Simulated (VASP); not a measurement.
A run of VASP 6.6.1 is set up as follows.

File POSCAR:

```
BP
1.0
    0.0000000000      2.2254445061      2.2860413674
    2.2254445061      0.0000000000      2.2860413674
    2.2254445061      2.2254445061      0.0000000000
B P
1 1
Direct
    0.0000000000      0.0000000000      0.0000000000
    0.2500000000      0.2500000000      0.2500000000
```

File INCAR.step1:

```
SYSTEM = BP
  PREC = Accurate
  ENCUT = 520
  ISMEAR = 0
  SIGMA = 0.01
  LREAL = .FALSE.
  LASPH = .TRUE.
  NELM = 100
  NBANDS = 11
  GGA = PE
  ALGO = Normal
  EDIFF = 1E-4
  LWAVE = .TRUE.
  LCHARG = .FALSE.
```

File INCAR.step2:

```
SYSTEM = BP
  PREC = Accurate
  ENCUT = 520
  EDIFF = 1E-6
  ISMEAR = 0
  SIGMA = 0.01
  LREAL = .FALSE.
  LASPH = .TRUE.
  NELM = 100
  ALGO = Normal
  ISIF = 2
  LWAVE = .FALSE.
  LCHARG = .FALSE.
  METAGGA = R2SCAN
  LMIXTAU = .TRUE.
  NBANDS = 11
  ISTART = 1
```

The input KPOINTS:

```
Automatic mesh
0
G
  10 10 10
  0 0 0
```

Potentials or basis: VASP PAW PBE potentials, release 64 (B, P).

Run with:

```sh
$ cat potpaw_PBE.64/B/POTCAR potpaw_PBE.64/P/POTCAR > POTCAR
$ cp INCAR.step1 INCAR
$ mpirun -np 1 vasp_std > vasp.out
$ cp INCAR.step2 INCAR
$ mpirun -np 1 vasp_std > vasp.out
```

(1) Estimate the band gap on the k mesh.

(2) What does it give for the pressure?

Results:

(1) 1.19 eV, indirect (least direct gap 3.54 eV).

(2) 4.9 GPa.

Caveat: the PAW data sets were made with another functional, which shifts forces and pressure a little.
